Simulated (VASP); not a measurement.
KI: electric field gradients with PBEsol

**Experimental background.**

From a printed reference work, monograph, for a bulk crystal of KI: band gap 6.32 eV.

KI:

```
CELL_PARAMETERS angstrom
0.00000 3.53277 3.53277
3.53277 0.00000 3.53277
3.53277 3.53277 0.00000
ATOMIC_POSITIONS crystal
K 0.00000 0.00000 0.00000
I 0.50000 0.50000 0.50000
```

- Program: VASP 6.6.1
- Task: electric field gradients
- Functional: PBEsol
- Potentials or basis: VASP PAW PBE potentials, release 64 (K_sv, I)
- Cutoff: 600 eV
- k mesh: 6 × 6 × 6
- Occupations: fermi-dirac, width 0.02 eV
- Spin: no spin polarisation
- Further INCAR settings: ALGO = Normal; EDIFF = 1e-07

```yaml
Pressure: -0.2 GPa
Band_gap_on_the_k_mesh: 3.81 eV, direct
```

Levels at points of the mesh, in eV from the valence-band top:
| k point | band 5 | band 6 | band 7 | band 8 | band 9 | band 10 | band 11 | band 12 |
| --- | --- | --- | --- | --- | --- | --- | --- | --- |
| (0.00, 0.00, 0.00) | -10.54 | 0.00 | 0.00 | 0.00 | 3.81 | 6.43 | 6.43 | 6.43 |
| (0.50, 0.00, 0.00) | -10.24 | -1.35 | -0.34 | -0.34 | 5.38 | 7.61 | 8.07 | 8.07 |
| (0.50, 0.50, 0.00) | -10.39 | -1.02 | -0.37 | -0.37 | 4.83 | 5.67 | 8.07 | 8.65 |

Electric field gradients, principal values (V/Å²):
| atom | Vxx | Vyy | Vzz |
| --- | --- | --- | --- |
| 1 K | 0.000 | 0.000 | -0.001 |
| 2 I | 0.000 | 0.000 | 0.000 |

Run time: 31 s on 1 thread of Intel(R) Xeon(R) Platinum 8488C (Sapphire Rapids), with other jobs on the host, peak memory 0.24 GiB.

Measured gap of KI: 6.32 eV (a printed reference work, monograph). This calculation gives 3.81 eV (-2.51 eV). Spin-orbit coupling on I is left out. The value is that of PBEsol, without temperature or zero-point motion. Semilocal functionals fall short of measured gaps as a rule.

Caveat: the PAW data sets were made with another functional, which shifts forces and pressure a little; spin-orbit coupling is left out, which moves the levels of the heavy elements.
